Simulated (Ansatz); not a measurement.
# LiF: the cost of one run

Method: DFT PBE, scalar-relativistic, plane waves, PAW, in Ansatz 0.2.0.

## Step 1: The system as given

The structure is triclinic, space group P1 (No. 1). Conventional cell: a = 5.263 Å, b = 5.445 Å, c = 5.491 Å, α = 65.81°, β = 68.83°, γ = 64.75°. Li (site symmetry 1) is surrounded by 4 F at 1.80 to 2.00 Å. Li (site symmetry 1) has 4 F at 1.88 to 2.07 Å as nearest neighbours. Li (site symmetry 1) has 6 F at 1.95 to 2.21 Å as nearest neighbours. Li (site symmetry 1) is surrounded by 4 F at 1.83 to 1.95 Å. Li (site symmetry 1) is surrounded by 4 F at 1.82 to 2.05 Å. Around Li (site symmetry 1) lie 4 F at 1.84 to 1.99 Å. Around F (site symmetry 1) lie 5 Li at 1.87 to 2.21 Å. F (site symmetry 1) is surrounded by 4 Li at 1.84 to 2.00 Å. Only part of the 12 independent sites is listed.

As a file:

```cif
data_structure
_symmetry_space_group_name_H-M 'P 1'
_symmetry_Int_Tables_number 1
_cell_length_a 5.2630
_cell_length_b 5.4453
_cell_length_c 5.4912
_cell_angle_alpha 65.811
_cell_angle_beta 68.830
_cell_angle_gamma 64.751
_cell_volume 126.48
loop_
_atom_site_label
_atom_site_type_symbol
_atom_site_fract_x
_atom_site_fract_y
_atom_site_fract_z
_atom_site_occupancy
Li1 Li 0.76391 0.99368 0.16384 1
Li2 Li 0.63125 0.34104 0.52909 1
Li3 Li 0.29891 0.90450 0.48428 1
Li4 Li 0.20014 0.14552 0.83618 1
Li5 Li 0.37107 0.62362 0.13169 1
Li6 Li 0.85771 0.72525 0.83723 1
F1 F 0.68390 0.66488 0.23569 1
F2 F 0.50700 0.81316 0.76733 1
F3 F 0.09976 0.95820 0.21965 1
F4 F 0.90066 0.08669 0.75705 1
F5 F 0.45454 0.24452 0.31146 1
F6 F 0.23115 0.49895 0.72650 1
```

The start is the relaxed end of an invented cell (made as: 5-connected net, two elements spread over the vertices (C2, No. 5)), taken up again for a closer look.

## Step 2: A first look at the guess

Input file input.yaml:

```yaml
crystal:
  lattice:
    - [5.2629891, 0.0, 0.0]
    - [2.3227441, 4.9251039, 0.0]
    - [1.98304, 1.5524565, 4.8796248]
  atoms:
    - { symbol: Li, position: [0.763914, 0.993683, 0.16384] }
    - { symbol: Li, position: [0.631248, 0.34104, 0.529095] }
    - { symbol: Li, position: [0.298907, 0.904496, 0.484277] }
    - { symbol: Li, position: [0.200143, 0.145518, 0.836176] }
    - { symbol: Li, position: [0.371069, 0.623623, 0.131694] }
    - { symbol: Li, position: [0.857709, 0.725254, 0.837227] }
    - { symbol: F, position: [0.683898, 0.66488, 0.235693] }
    - { symbol: F, position: [0.506998, 0.813161, 0.767334] }
    - { symbol: F, position: [0.09976, 0.958197, 0.21965] }
    - { symbol: F, position: [0.90066, 0.086687, 0.757053] }
    - { symbol: F, position: [0.454545, 0.244516, 0.311465] }
    - { symbol: F, position: [0.231149, 0.498945, 0.726496] }
basis:
  ecutwfc: 420
kpoints:
  mp_grid: { grid: [4, 4, 4] }
hamiltonian:
  xc: pbe
scf:
  occupations: { method: gaussian, width: 0.1 }
  lower_state_search: "off"
output:
  forces: true
  stress: true
  eigenvalues: true
```

Started as:

```console
$ ansatz run input.yaml --threads 4 --pin off --max-ram 8192MiB --backend cpu --events-out ev --progress --plain --runs-dir out
```

Q: Estimate wall time and peak memory on 4 threads of Arm Neoverse V1, shared host.

About 4.3 s, with a peak of 0.45 GiB.
